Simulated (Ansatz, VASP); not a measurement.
GaAs: VASP beside Ansatz

```
Ga As
1.0
     0.00000    2.92903    2.92903
     2.92903    0.00000    2.92903
     2.92903    2.92903    0.00000
Ga As
1 1
Direct
  0.00000 0.00000 0.00000
  0.25000 0.25000 0.25000
```

Alike in both runs: task single point; functional PBE; k mesh 12 × 12 × 12; occupations gaussian, width 0.02 eV; no spin polarisation.

|  | VASP | Ansatz |
| --- | --- | --- |
| version | VASP 6.6.1 | Ansatz 0.2.0 |
| potentials or method | VASP PAW PBE potentials, release 64 (Ga_d, As) | scalar-relativistic, plane waves, PAW |
| plane-wave cutoff (eV) | 520 | 420 |
| valence electrons in the cell | 18 | 28 |

```tsv
	VASP	Ansatz	Ansatz less VASP
gap on the k mesh at the Fermi level (eV)	none	none	-
pressure (GPa)	-2.9	-3.1	-0.12
```

A gap of «none» marks a metal or a gap that the smearing closes. The functional is the same, so the differences come from potentials, cutoffs and numerics. The two sets of potentials don't hold the same shells in valence.
